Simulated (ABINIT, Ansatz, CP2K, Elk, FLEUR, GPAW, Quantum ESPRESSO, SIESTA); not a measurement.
# ZnTe (F-43m, 2 atoms in the cell) computed with different codes at matched settings

Self-consistent single point, at a second geometry (lattice scaled by 0.98). First geometry:

```
ZnTe
1.0
    0.00000     3.03575     3.03575
    3.03575     0.00000     3.03575
    3.03575     3.03575     0.00000
Zn Te
1 1
Direct
  0.50000   0.50000   0.50000
  0.25000   0.25000   0.25000
```

Shared settings, as Ansatz (a quantum-chemistry and plane-wave program) writes them: kpoints.mp_grid.grid = 6 6 6; scf.occupations.method = fixed. Potentials and cutoffs stand in the table.

```csv
code,model,ΔF from the first geometry (meV/atom),pressure (GPa),gap on the mesh (eV),cutoff
Elk,"PBE, all-electron FP-LAPW, Elk's shipped species files, APW+lo basis with extra local orbitals",38.4,–,1.604,rgkmax 7.5
Quantum ESPRESSO,"PBE, PseudoDojo standard norm-conserving (PBE) pseudopotentials",45.0,6.38,1.614,85 Ry
GPAW,"PBE, GPAW PAW datasets PBE (gpaw-data 1.0.1)",42.8,6.16,1.635,800 eV
Ansatz,"PBE, PAW files",45.5,6.38,1.616,default
ABINIT,"PBE, PAW (JTH v2.0 PBE PAW)",47.2,6.63,1.651,30 Ha
FLEUR,"PBE, all-electron FLAPW (FLEUR), scalar-relativistic valence",46.2,–,1.629,Kmax 4.4 1/bohr
CP2K,"PBE, GPW, DZVP-MOLOPT-SR-GTH basis, GTH-PBE potentials (GTH_POTENTIALS)",55.4,7.55,1.763,grid 600 Ry
SIESTA,"GGA PBE, numerical atomic orbitals TZP, PseudoDojo PBE standard norm-conserving potentials (rewritten from UPF to PSML)",37.1,5.67,1.854,grid 350 Ry
```

A dash marks a value that a program does not give, or that is left out as unsure.

Gaps are read on the mesh.

On Ansatz's run: spin-orbit coupling is off.

The spread over the programs that give each value: ΔF from the first geometry within 18.3 meV/atom; pressure within 1.88 GPa; gap on the mesh within 0.250 eV.

CP2K and SIESTA use small atom-centred bases, whose incompleteness enters pressures, forces and empty levels differently from a plane-wave cutoff. Elk and FLEUR treat all electrons, but the usual bases taken here (sphere radii, linearisation, local orbitals, empty states) were not tested for convergence, so the values are no reference for the others. Ansatz's pressure is given at a fixed set of plane waves, as the other plane-wave codes print theirs; with its correction for the finite basis it is 6.43 GPa. In the pressure, CP2K (by 1.17) lies more than 1 GPa from the median of the plane-wave programs. In the gap, CP2K (by 0.137) and SIESTA (by 0.229) lie more than 0.12 eV from the median of the plane-wave programs.

The starting cell comes from a database of computed structures (which also holds hypothetical and non-ambient phases and stackings), without a prior relaxation at this level. Its lattice was rescaled by a random factor within 2.5 % of one. For this run, on top of that: lattice scaled by 0.98.

Keys are those of Ansatz 0.2.
